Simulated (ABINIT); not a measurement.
Crystal: Sb.

```
Sb
1.0
     2.15420    1.24373    3.75800
    -2.15420    1.24373    3.75800
     0.00000   -2.48746    3.75800
Sb
2
Cartesian
  0.0000 0.0000 8.6416
  0.0000 0.0000 2.6324
```

Program: ABINIT 10.8.3 (patched build). Alike in all runs: potentials or basis JTH PAW PBE v2.0; no spin polarisation; cell as given; smearing fermi-dirac 0.05 eV.

**Question.** Order these runs on this cell by their pressure, lowest first.
A. level BP86; k mesh 8 × 8 × 8; cutoff (eV) 435; fine-grid cutoff 870.764 eV
B. level rPW86PBE; k mesh 8 × 8 × 8; cutoff (eV) 435; fine-grid cutoff 870.764 eV
C. level r2SCAN; k mesh 6 × 6 × 6; cutoff (eV) 517; fine-grid cutoff 1034.03 eV
D. level PBEsol; k mesh 5 × 5 × 5; cutoff (eV) 435; fine-grid cutoff 870.764 eV

**Answer.** D (-0.1 GPa), C (1.6 GPa), A (3.3 GPa), B (6.3 GPa).

Caveats: the PAW data sets were made with another functional, which shifts forces and pressure a little.

Runs at the PBE level aren't shown here.
